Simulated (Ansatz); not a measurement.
**Where Hf_Si puts its levels in the gap of Si3N4 (P6_3/m)**

Aim: at which Fermi levels does Hf_Si in Si3N4 (P6_3/m) change its charge? The model is a cell of 126 host atoms with 1 Si taken out and 1 Hf put in.

Main program and level: Ansatz 0.2.0; place-levels on PBEsol runs: charge-transition levels and formation energies with image-charge correction and potential alignment at the atomic sites; PAW set soft_1.

### Step 1. Starting point

The cell holds 126 atoms: 53 Si, 72 N and 1 Hf. Cell: a = 13.206 Å, b = 13.206 Å, c = 8.731 Å, α = 90.0°, β = 90.0°, γ = 120.0°. It derives from Si3N4 (space group P6_3/m). Nearest the centre at fractional (0.353, 0.473, 0.583): Hf44 at 0.00 Å, N62 at 1.73 Å, N113 at 1.74 Å, N71 at 1.74 Å, N67 at 1.74 Å, Si86 at 2.91 Å, Si2 at 2.91 Å, Si56 at 3.00 Å.

Screening for the image-charge correction: ε∞ = (4.29, 4.29, 4.37), ε0 = (8.29, 8.29, 8.25), from a response run on this crystal (DFPT, PBEsol) at that run's own cell.

The cell's shortest repeat is 8.7 Å.

### Step 2. Charge states

A transition level is the Fermi level at which two charge states cost the same, so each charge needs its own total energy, at its own relaxed structure.

Each atom starts 0.05 Å or so off its site in a random direction: a symmetric start keeps its symmetry, and would miss off-centre moves and Jahn–Teller distortions. Forces are taken at one point at (¼, ¼, ¼). The cell holds 1 electron more than the neutral one, with a uniform background that keeps it neutral on the whole. The electron count is odd, so at least one spin is unpaired; this run locks the moment at 1 μB.

The sampling was tested on the host first: at the k-points planned (1x1x1 shifted 0.25 0.25 0.25) its energy lies 0.000 eV an atom from the dense-mesh value, under the bound of 0.02 eV set for this test; that bounds the host's error, not the defect's.

One state's input; the others differ in charge, spin, start and seed, and in occupations where the table says so.

Contents of qm1_M1.relax/input.yaml:

```yaml
crystal:
  lattice:
    - [11.43668588, 6.60297367, 0.0]
    - [-11.43668588, 6.60297367, 0.0]
    - [0.0, 0.0, 2.91025578]
  atoms:
    - { symbol: Si, position: [0.01950046, 0.80655545, 0.75] }
    - { symbol: Si, position: [0.3528338, 0.47322211, 0.75] }
    - { symbol: Si, position: [0.68616713, 0.13988878, 0.75] }
    - { symbol: Si, position: [0.21294502, 0.01950046, 0.25] }
    - { symbol: Si, position: [0.54627835, 0.68616713, 0.25] }
    - { symbol: Si, position: [0.87961168, 0.3528338, 0.25] }
    - { symbol: Si, position: [0.13988878, 0.45372165, 0.25] }
    - { symbol: Si, position: [0.47322211, 0.12038832, 0.25] }
    - { symbol: Si, position: [0.80655545, 0.78705498, 0.25] }
    - { symbol: Si, position: [0.19344455, 0.21294502, 0.75] }
    - { symbol: Si, position: [0.52677789, 0.87961168, 0.75] }
    - { symbol: Si, position: [0.86011122, 0.54627835, 0.75] }
    - { symbol: Si, position: [0.12038832, 0.6471662, 0.75] }
    - { symbol: Si, position: [0.45372165, 0.31383287, 0.75] }
    - { symbol: Si, position: [0.78705498, 0.98049954, 0.75] }
    - { symbol: Si, position: [0.31383287, 0.86011122, 0.25] }
    - { symbol: Si, position: [0.6471662, 0.52677789, 0.25] }
    - { symbol: Si, position: [0.98049954, 0.19344455, 0.25] }
    - { symbol: "N", position: [0.0, 0.66666667, 0.75] }
    - { symbol: "N", position: [0.33333333, 0.33333333, 0.75] }
    - { symbol: "N", position: [0.66666667, 0.0, 0.75] }
    - { symbol: "N", position: [0.0, 0.33333333, 0.25] }
    - { symbol: "N", position: [0.33333333, 0.0, 0.25] }
    - { symbol: "N", position: [0.66666667, 0.66666667, 0.25] }
    - { symbol: "N", position: [0.21345843, 0.45653274, 0.75] }
    - { symbol: "N", position: [0.54679176, 0.12319941, 0.75] }
    - { symbol: "N", position: [0.8801251, 0.78986608, 0.75] }
    - { symbol: "N", position: [0.09025902, 0.8801251, 0.25] }
    - { symbol: "N", position: [0.42359235, 0.54679176, 0.25] }
    - { symbol: "N", position: [0.75692569, 0.21345843, 0.25] }
    - { symbol: "N", position: [0.12319941, 0.57640765, 0.25] }
    - { symbol: "N", position: [0.45653274, 0.24307431, 0.25] }
    - { symbol: "N", position: [0.78986608, 0.90974098, 0.25] }
    - { symbol: "N", position: [0.21013392, 0.09025902, 0.75] }
    - { symbol: "N", position: [0.54346726, 0.75692569, 0.75] }
    - { symbol: "N", position: [0.87680059, 0.42359235, 0.75] }
    - { symbol: "N", position: [0.1198749, 0.21013392, 0.25] }
    - { symbol: "N", position: [0.45320824, 0.87680059, 0.25] }
    - { symbol: "N", position: [0.78654157, 0.54346726, 0.25] }
    - { symbol: "N", position: [0.24307431, 0.78654157, 0.75] }
    - { symbol: "N", position: [0.57640765, 0.45320824, 0.75] }
    - { symbol: "N", position: [0.90974098, 0.1198749, 0.75] }
  supercell: [1, 1, 3]
  defects: [{ substitution: { at: 43, symbol: Hf } }]
total_charge: -1
basis:
  ecutwfc: 420
  xc_grid: 2
hamiltonian:
  xc: pbesol
  pseudopotentials: { kind: paw, azcp: { folder: soft_1 }, xc_functional: pbe }
kpoints:
  mp_grid: { grid: [1, 1, 1], shift: [0.25, 0.25, 0.25] }
magnetization:
  spin_polarized: true
  initial_magnetization: 1
  spin_locking: { lock_magnetization: hard }
scf:
  occupations: { method: fixed }
  max_iter: 60
output:
  forces: true
  charged_corrections: { epsilon: [4.29, 4.29, 4.37], static_epsilon: [8.29, 8.29, 8.25] }
relax:
  f_tol: 0.02
  max_steps: 80
  random_displacement: { amplitude: 0.05, seed: 5679 }
checkpoint:
  write: "../qm1_M1.relax.run"
  compress: false
  write_wavefunctions: true
  write_every: 100000
```

Launch:

```bash
$ ansatz run input.yaml --threads 4 --pin off --max-ram 15073MiB --backend cpu --events-out ev --progress --plain --runs-dir out
```

The relaxed structure is kept and the sampling changed to a 2×2×2 shifted mesh.

The run of this state that the levels use, under PBEsol:

Contents of qm1_M1.point/input.yaml:

```yaml
crystal:
  checkpoint: "../qm1_M1.relax.run"
  host: checkpoint
total_charge: -1
basis:
  ecutwfc: 420
  xc_grid: 2
hamiltonian:
  xc: pbesol
  pseudopotentials: { kind: paw, azcp: { folder: soft_1 }, xc_functional: pbe }
kpoints:
  mp_grid: { grid: [2, 2, 2], shift: [0.5, 0.5, 0.5] }
magnetization:
  spin_polarized: true
  initial_magnetization: 1
  spin_locking: { lock_magnetization: hard }
scf:
  occupations: { method: fermi_dirac, width: 0.01 }
  max_iter: 60
output:
  forces: true
  eigenvalues: true
  charged_corrections:
    epsilon: [4.29, 4.29, 4.37]
    static_epsilon: [8.29, 8.29, 8.25]
    defect_position: [0.352834, 0.473222, 0.583333]
  eigenstates: { localisation: true }
  populations: true
  efg: {}
  band_densities: [{ bands: [v1, v1] }, { bands: [c1, c1] }]
  write_density: true
  write_potential: true
  volumetric_format: npy
checkpoint:
  read: "../qm1_M1.relax.run"
  write: "../qm1_M1.point.run"
  compress: false
  write_wavefunctions: false
  write_every: 100000
```

Relaxations under PBEsol at one point at (¼, ¼, ¼); times on 4 threads of Arm Neoverse V1, shared host:

| charge | moment (μB) | occupations | outcome | steps | largest displacement against the far atoms (Å) | time |
| --- | --- | --- | --- | --- | --- | --- |
| −1 | 1 | fixed | converged | 10 | 0.33 | 11 min |
| 0 | 0 | fixed | converged | 7 | 0.27 | 4.2 min |
| +1 | 1 | fixed | converged | 8 | 0.28 | 11 min |

Single points under PBEsol at a 2×2×2 shifted mesh; times on 4 threads of Arm Neoverse V1, shared host:

| charge | moment (μB) | occupations | outcome | time |
| --- | --- | --- | --- | --- |
| −1 | 1 | fermi-dirac | converged | 9.5 min |
| 0 | 0 | fermi-dirac | converged | 3.7 min |
| +1 | 1 | fermi-dirac | converged | 9.9 min |

Distances (Å) from Hf44 to the nearest atoms after relaxation with PBEsol:

| charge | moment (μB) | 1. | 2. | 3. | 4. | 5. | 6. |
| --- | --- | --- | --- | --- | --- | --- | --- |
| −1 | 1 | N 1.98 | N 1.98 | N 2.02 | N 2.09 | N 2.67 | Si 2.93 |
| 0 | 0 | N 1.97 | N 1.97 | N 1.98 | N 1.99 | N 2.85 | Si 2.96 |
| +1 | 1 | N 1.97 | N 1.97 | N 1.98 | N 2.00 | N 2.85 | Si 2.96 |

### Step 3. place-levels, PBEsol

A charged cell interacts with its images and the background, and its potential has another zero than the host's. place-levels removes the first by a point-charge model, screened by the static dielectric constant since the ions have relaxed around the charge, and the second by comparing potentials at atoms far from the defect.

The host is a run of the defect-free crystal in the same cutoffs, grids and k-points, so that basis and sampling errors cancel in part in the differences. Its band edges come from a run of the primitive cell that searches the zone for them. The host is run in a cell of 42 atoms on a matching mesh. Chemical potentials are energies per atom of Si (diamond) and Hf (hcp), run with the same functional and cutoff.

Contents of levels.point.yaml:

```yaml
host:
  run: host.point.run
  levels_from: { run: edges.point.run }
states: [qm1_M1.point.run, q0.point.run, qp1_M1.point.run]
geometry_from:
  qm1_M1.point.run: qm1_M1.relax.run
  q0.point.run: q0.relax.run
  qp1_M1.point.run: qp1_M1.relax.run
  host.point.run: host.relax.run
chemical_potentials:
  Si:
    energy: -621.49341
    dataset: <sha256 of the dataset>
  Hf:
    energy: -15598.803721
    dataset: "<sha256 of the dataset>"
epsilon: [4.29, 4.29, 4.37]
static_epsilon: [8.29, 8.29, 8.25]
vertical:
  - { from: qm1_M1.point.run, to: qm1_M1.point_neutral.run }
  - { from: qp1_M1.point.run, to: qp1_M1.point_neutral.run }
```

Launch:

```bash
$ ansatz place-levels levels.point.yaml -- --threads 4 --pin off --max-ram 15073MiB
```

Numbers of over 12 decimals in the logs are rounded to 6 here.

Output:

```text
[... repeated set-up lines and file paths are left out, and long positions are rounded to six places ...]
(+1/0) 0.000 eV above the valence edge (-0.296 eV without the band-filling correction), 4.186 eV under the conduction edge
(0/-1) 3.846 eV above the valence edge, 0.340 eV under the conduction edge
formation energy of charge +1: +0.769 eV with the Fermi level at the valence edge
formation energy of charge 0: +0.769 eV with the Fermi level at the valence edge
formation energy of charge -1: +4.616 eV with the Fermi level at the valence edge
vertical -1 to 0: no energy, since no alignment is typed
  the change from vertical[0].from (qm1_M1.point.run) to vertical[0].to (qm1_M1.point_neutral.run): by its potential at epsilon [4.29, 4.29, 4.37] it stands at 0.468 0.555 0.583, with an rms radius of about 2.2 Å (1.4 1.4 1.0 Å across the planes of the cell's [...]
vertical +1 to 0: no energy, since no alignment is typed
  the change from vertical[1].from (qp1_M1.point.run) to vertical[1].to (qp1_M1.point_neutral.run): by its potential at epsilon [4.29, 4.29, 4.37] it stands at 0.994 0.422 0.081, with an rms radius of about 8.3 Å (5.0 5.4 3.9 Å across the planes of the cell's [...]
  edges by pbesol of host.levels_from (edges.point.run), its mesh sampled to repeats of 26.19 Å (the valence edge +0.130 eV and the conduction edge -0.336 eV from those of the host's own run), gap 4.186 eV; the host is sampled to repeats of 26.41 Å
  the defect's cells are sampled to repeats of 26.41 Å, like sampling
  charge +1: -75948.7555 eV with its correction of +0.346 eV, at epsilon [8.29, 8.29, 8.25], aligned at sites: +0.1276 eV, mean over 89 atomic sites at or beyond 4.37 Å from the defect at [0.3528, 0.4732, 0.5833], with +0.000000 for the charge's moments and [...]
  states[2] (qp1_M1.point.run): levels filled in part (TS 0.002 eV): its energy is of no whole electron's
  charge 0: +0.000 eV for its dipole among its images, +0.000 omitted
  charge -1: -75928.9616 eV with its correction of -0.037 eV, at epsilon [8.29, 8.29, 8.25], aligned at sites: +0.2553 eV, mean over 89 atomic sites at or beyond 4.37 Å from the defect at [0.3528, 0.4732, 0.5833], with +0.010662 for the charge's moments and [...]
  of states[2] (qp1_M1.point.run): it parts from the run at its places by a charge that spreads by about 5.4 Å along one vector (2 Å or more is wide), by its potential at epsilon [4.29, 4.29, 4.37], taken for that of held ions (one typed too small widens it), [...]
  of states[0] (qm1_M1.point.run): stability_check_not_made
  of vertical[0].from (qm1_M1.point.run): stability_check_not_made
  vertical[1].from (qp1_M1.point.run): levels filled in part (TS 0.002 eV): its energy is of no whole electron's
  of vertical[1].from (qp1_M1.point.run): its moments are held at its close (magnetization.spin_locking), by a field of 0.012 eV a Bohr magneton, and its energy and levels are of the state that this holds: a run that lets them go can end lower; [...]
```

Wall time 0.55 s (4 threads of Arm Neoverse V1, shared host).

Levels between the charges placed, in eV above the valence top:

|  | gap (eV) | (+1/0) | (0/−1) |
| --- | --- | --- | --- |
| PBEsol | 4.19 | 0.00 | 3.85 |

Corrections by state:

| charge | moment (μB) | image terms and alignment (eV) | band filling (eV) | ε used | over the lowest of its charge, as the program ranks them, band filling apart (eV) |
| --- | --- | --- | --- | --- | --- |
| +1 | 1.0 | 0.346 | -0.296 | principal values (8.25, 8.29, 8.29) | 0.000 |
| 0 | 0.0 | 0.000 | - | - | 0.000 |
| −1 | 1.0 | -0.037 | - | principal values (8.25, 8.29, 8.29) | 0.000 |

The charged structures listed were also run neutral, and place-levels reads from each pair, by the potential or the spins, how wide the charge is by which they differ; that can be the carrier of either run.

| charge | rms radius (Å) | spread where it is widest against the cell (Å) | wide from (Å) | reading |
| --- | --- | --- | --- | --- |
| +1 | 8.3 | 5.43 | 1.98 | wide |
| −1 | 2.2 | 1.43 | 1.98 | narrow |

The neutral runs of these pairs need not share the spin of the lowest neutral state, and very wide values only mean spread over the cell.

From the program's caveats on the states, each cut to its opening words:

- charge +1 (1 μB): it parts from the run at its places by a charge that spreads by about 5.4 Å along one vector (2 Å or more is wide), by its potential at epsilon [4.29, 4.29, [...]
- charge +1 (1 μB): a band-filling correction moves a carrier to the host's band edge, which changes its energy by -0.296 eV
- charge +1 (1 μB): its moments are held at its close (magnetization.spin_locking), by a field of 0.012 eV a Bohr magneton, and its energy and levels are of the state that this [...]
- charge −1 (1 μB): flagged: stability check not made

The host's formation energy from the elements is -1.218 eV per atom; it sets how far the chemical potentials can move.

Limit set by the element alone; other compounds of these elements are not counted. Chemical potentials from the elements' reference states: N 0.00 eV, Si -2.84 eV, Hf 0.00 eV. Formation energies (N-rich), with the Fermi level at the valence top and at the conduction bottom (gap 4.19 eV):

| charge | at valence top (eV) | at conduction bottom (eV) | correction included (eV) |
| --- | --- | --- | --- |
| +1 | -2.07 | 2.11 | 0.05 |
| 0 | -2.07 | -2.07 | 0.00 |
| −1 | 1.77 | -2.41 | -0.04 |

Fermi level (eV), lowest formation energy (eV) and a bar from the least value:
```
     0.00      -2.07 ##############################
     0.38      -2.07 ##############################
     0.76      -2.07 ##############################
     1.14      -2.07 ##############################
     1.52      -2.07 ##############################
     1.90      -2.07 ##############################
     2.28      -2.07 ##############################
     2.67      -2.07 ##############################
     3.05      -2.07 ##############################
     3.43      -2.07 ##############################
     3.81      -2.07 ##############################
     4.19      -2.41
```

Limit set by the element alone; other compounds of these elements are not counted. Chemical potentials from the elements' reference states: Si 0.00 eV, N -2.13 eV, Hf 0.00 eV. Formation energy by charge state (Si-rich; gap 4.19 eV):

| charge | at valence top (eV) | at conduction bottom (eV) | correction included (eV) |
| --- | --- | --- | --- |
| +1 | 0.77 | 4.96 | 0.05 |
| 0 | 0.77 | 0.77 | 0.00 |
| −1 | 4.62 | 0.43 | -0.04 |

Fermi level (eV), lowest formation energy (eV) and a bar from the least value:
```
     0.00       0.77 ##############################
     0.38       0.77 ##############################
     0.76       0.77 ##############################
     1.14       0.77 ##############################
     1.52       0.77 ##############################
     1.90       0.77 ##############################
     2.28       0.77 ##############################
     2.67       0.77 ##############################
     3.05       0.77 ##############################
     3.43       0.77 ##############################
     3.81       0.77 ##############################
     4.19       0.43
```

### Step 4. The same at the relaxations' own k-points

The relaxations' own energies give the levels at their sampling, for comparison.

Contents of levels.relax_mesh.yaml:

```yaml
host:
  run: host.relax.run
  levels_from: { run: edges.relax.run }
states: [qm1_M1.relax.run, q0.relax.run, qp1_M1.relax.run]
chemical_potentials:
  Si:
    energy: -621.49341
    dataset: <sha256 of the dataset>
  Hf:
    energy: -15598.803721
    dataset: "<sha256 of the dataset>"
```

Launch:

```bash
$ ansatz place-levels levels.relax_mesh.yaml -- --threads 4 --pin off --max-ram 15073MiB
```

Output:

```text
[...]
(0/-1) 3.845 eV above the valence edge, 0.342 eV under the conduction edge
formation energy of charge +1: +0.768 eV with the Fermi level at the valence edge
formation energy of charge 0: +0.768 eV with the Fermi level at the valence edge
formation energy of charge -1: +4.613 eV with the Fermi level at the valence edge
  edges by pbesol of host.levels_from (edges.relax.run), its mesh sampled to repeats of 26.19 Å (the valence edge +0.231 eV and the conduction edge -0.359 eV from those of the host's own run), gap 4.186 eV; the host is sampled to repeats of 15.83 Å
[... the lines on each state left out ...]
```

Wall time 0.19 s (4 threads).

Levels between neighbouring charges, in eV above the valence top:

|  | gap (eV) | (+1/0) | (0/−1) |
| --- | --- | --- | --- |
| one point at (¼, ¼, ¼) | 4.19 | 0.00 | 3.84 |
| a 2×2×2 shifted mesh | 4.19 | 0.00 | 3.85 |

Going from one point at (¼, ¼, ¼) to a 2×2×2 shifted mesh moves the levels that carry no band-filling term by up to 0.00 eV and formation energies against the elements by up to 0.00 eV; band-filling terms, which differ between samplings, are in these energies.

### Step 5. Outcome

```json
{
 "gap of the host": "4.19 eV (PBEsol)",
 "level (plus 1/0)": "0.00 eV above the valence top (-0.30 eV above the valence top without the band-filling term)",
 "level (0/minus 1)": "3.85 eV above the valence top",
 "lowest of the charges placed, just above the valence top (0.02 eV)": "0",
 "lowest of the charges placed, just below the conduction bottom (0.02 eV)": "−1",
 "lowest formation energy at mid-gap of the charges run, N-rich": "-2.07 eV",
 "lowest formation energy at mid-gap of the charges run, Si-rich": "0.77 eV"
}
```

**Reading.** Of the charges placed (−1, 0 and +1), the lowest changes at 3.85 eV (0/−1) above the valence top, in a gap of 4.19 eV. Charges below −1 were not placed, so these runs say nothing of levels that involve them. States placed: +1 at 1 μB; 0 at 0 μB; −1 at 1 μB. Other spin states or structures, where not listed, weren't placed. The program finds carriers beyond a band edge of the host and adds a band-filling term at charge +1 (-0.30 eV); steps to such a charge show no bound level, and a defect level inside a band would be read the same way. Hf is taken at its element; compounds, which aren't counted here, bound the chemical potentials and would shift these formation energies. The lowest formation energy (N-rich) is negative across the gap, so the defect would form by itself: these chemical potentials lie beyond what competing compounds allow, or the host is unstable against it. Going from one point at (¼, ¼, ¼) to a 2×2×2 shifted mesh moves the levels that carry no band-filling term by up to 0.00 eV and formation energies against the elements by up to 0.00 eV; band-filling terms, which differ between samplings, are in these energies. What this leaves open: the images are only 8.7 Å apart; PBEsol makes the gap too small and tends to spread out bound carriers; where a gas molecule sets a chemical potential or the host's formation energy, its binding is uncorrected; spin–orbit coupling, which can matter with heavy atoms, is left out; force components of up to 0.10 eV/Å remain in a run at the final settings.

[Logs are printed without paths, hosts, clocks, repeated set-up lines and the standing remarks that a program may print on its own settings, such as how far it seeks lower states.]

[Hosts, paths, dates, database ids (printed as entryN), source tags and the programs' standing remarks are cut or masked in the printed files.]

[Where a table of states has a column of steps, it counts the stored structures, which are thinned; the runs took as many ionic steps or more.]

[A defect's name tells the site on which it was built; relaxed atoms can leave that site.]

[For some hosts the program warned that the k-mesh of the response run may be too coarse for force constants and the static dielectric constant; such warnings are not shown here.]
